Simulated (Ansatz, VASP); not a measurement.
Two plane-wave programs on C

```
C
1.0
     2.51806    0.00000    0.00000
    -1.25903    2.18071    0.00000
     0.00000    0.00000    8.30469
C
8
Direct
  0.00000 0.00000 0.09297
  0.00000 0.00000 0.59297
  0.00000 0.00000 0.40703
  0.00000 0.00000 0.90703
  0.33333 0.66667 0.15553
  0.66667 0.33333 0.65553
  0.33333 0.66667 0.34447
  0.66667 0.33333 0.84447
```

Alike in both runs: functional PBE; k mesh 12 × 12 × 4; occupations gaussian, width 0.02 eV; no spin polarisation.

Ansatz relaxed the structure, and its values are those at the end. VASP's run is a single point on that final structure, the one shown.

|  | VASP | Ansatz |
| --- | --- | --- |
| version | VASP 6.6.1 | Ansatz 0.2.0 |
| potentials or method | VASP PAW PBE potentials, release 64 (C) | scalar-relativistic, plane waves, PAW |
| plane-wave cutoff (eV) | 520 | 520 |
| valence electrons in the cell | 32 | 32 |

```tsv
	VASP	Ansatz	Ansatz less VASP
gap on the k mesh at the Fermi level (eV)	4.53	4.54	+0.010
least direct gap on the mesh (eV)	5.29	5.30	+0.007
pressure (GPa)	0.6	0.0	-0.63
```

With one functional, cell and mesh, what is left measures potentials, basis and numerics.
